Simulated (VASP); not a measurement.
Write the native input for VASP 6.6.1 that does the following.

| Quantity | Value |
| --- | --- |
| Task | relaxation of cell and atoms |
| Functional | LDA |
| Potentials or basis | VASP PAW LDA potentials, release 64 (P) |
| Cutoff | 600 eV |
| k mesh | 10 × 8 × 1 |
| Occupations | gaussian, width 0.03 eV |
| Spin | no spin polarisation |
| Further INCAR settings | ALGO = Normal; EDIFF = 1e-07; IBRION = 2; EDIFFG = -0.005; NSW = 90; ISIF = 3 |

The structure of P lies in POSCAR:

```
P                                       
1.0
    3.2928345965     -0.0000000000      0.0000000000
   -0.0000000000      4.1976626074      0.0000000000
    0.0000000000      0.0000000000     35.8567681600
  P             
    16
Direct
     0.0000000000000000    0.5754690853536906    0.2579499912300659
     0.5000000000000000    0.9245309146463094    0.2579499912300659
     0.5000000000000000    0.0741920082740083    0.3176926071458780
     0.0000000000000000    0.4258079917259917    0.3176926071458780
     0.5000000000000000    0.5743836054163761    0.3990359308926247
     0.0000000000000000    0.9256163945836239    0.3990359308926247
     0.0000000000000000    0.0742431155210238    0.4591117243421284
     0.5000000000000000    0.4257568844789761    0.4591117243421284
     0.0000000000000000    0.5742431155210237    0.5408882756578715
     0.5000000000000000    0.9257568844789763    0.5408882756578715
     0.5000000000000000    0.0743836054163763    0.6009640691073747
     0.0000000000000000    0.4256163945836237    0.6009640691073747
     0.5000000000000000    0.5741920082740081    0.6823073928541219
     0.0000000000000000    0.9258079917259919    0.6823073928541219
     0.0000000000000000    0.0754690853536907    0.7420500087699340
     0.5000000000000000    0.4245309146463092    0.7420500087699340
```

The slab is cut from a database's or a generator's crystal, which needn't be the stable form of the element.

The input as run:

INCAR

```
  ALGO = Normal
  EDIFF = 1E-7
  EDIFFG = -0.005
  ENCUT = 600
  IBRION = 2
  ISIF = 3
  ISMEAR = 0
  LASPH = True
  LATTICE_CONSTRAINTS = .TRUE. .TRUE. .FALSE.
  LCHARG = False
  LREAL = False
  LUSENCCL = False
  LWAVE = False
  NELM = 80
  NSW = 90
  PREC = Accurate
  SIGMA = 0.03
```

KPOINTS

```
k-points
0
Gamma
  10 8 1
```

Potentials or basis: VASP PAW LDA potentials, release 64 (P).

The run is started by

```console
$ cat potpaw_LDA.64/P/POTCAR > POTCAR
$ mpirun -np 1 vasp_std > vasp.out
```

Results of the run:

- Relaxed volume: 30.90 Å³/atom
- Relaxed cell: a = 3.295 Å, b = 4.185 Å, c = 35.857 Å, α = 90.00°, β = 90.00°, γ = 90.00°
- Space group after relaxing (to 0.05 Å): Pbcm (No. 57)
- Energy gained by relaxing: 0.0 meV/atom
- Ionic steps: 8
- Largest force after relaxing: 0.004 eV/Å
- Band gap on the k mesh: 0.11 eV, indirect (least direct gap 0.30 eV)

Run time: 28 min on 1 × NVIDIA H100 80GB with 1 thread of AMD EPYC 7R13 Processor (Zen 3), with other jobs on the host, peak memory 1.9 GiB.
